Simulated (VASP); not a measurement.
Here is a VASP 6.6.1 calculation.

The input INCAR:

```
SYSTEM = KTaO3
PREC = Accurate
ENCUT = 600
EDIFF = 1E-6
ISMEAR = 0
SIGMA = 0.02
LREAL = .FALSE.
LASPH = .TRUE.
NELM = 100
ALGO = Fast
ISIF = 3
LWAVE = .FALSE.
LCHARG = .FALSE.
GGA = CA
IBRION = 2
NSW = 100
EDIFFG = -0.002
```

The input KPOINTS:

```
Automatic mesh
0
G
  8 8 8
  0 0 0
```

The input POSCAR:

```
KTaO3
1.0
    3.9948813700      0.0000000000      0.0000000000
    0.0000000000      3.9948813700      0.0000000000
    0.0000000000      0.0000000000      3.9948813700
K Ta O
1 1 3
Direct
    0.0000000000      0.0000000000      0.0000000000
    0.5000000000      0.5000000000      0.5000000000
    0.5000000000      0.5000000000      0.0000000000
    0.5000000000      0.0000000000      0.5000000000
    0.0000000000      0.5000000000      0.5000000000
```

Potentials or basis: VASP PAW LDA potentials, release 64 (K_sv, Ta_pv, O).

Run with:

```sh
$ cat potpaw_LDA.64/K_sv/POTCAR potpaw_LDA.64/Ta_pv/POTCAR potpaw_LDA.64/O/POTCAR > POTCAR
$ mpirun -np 1 vasp_std > vasp.out
```

Question: What does it give for the relaxed cell?

Answer: a = 3.959 Å, b = 3.959 Å, c = 3.959 Å, α = 90.00°, β = 90.00°, γ = 90.00°.

Question: Estimate the space group after relaxing (to 0.05 Å).

Answer: Pm-3m (No. 221).

Final structure:
```yaml
crystal:
  lattice:
    - [3.95865, 0.00000, 0.00000]
    - [0.00000, 3.95865, 0.00000]
    - [0.00000, 0.00000, 3.95865]
  atoms:
    - { symbol: K, position: [0.00000, 0.00000, 0.00000] }
    - { symbol: Ta, position: [0.50000, 0.50000, 0.50000] }
    - { symbol: O, position: [0.50000, 0.50000, 0.00000] }
    - { symbol: O, position: [0.50000, 0.00000, 0.50000] }
    - { symbol: O, position: [0.00000, 0.50000, 0.50000] }
```
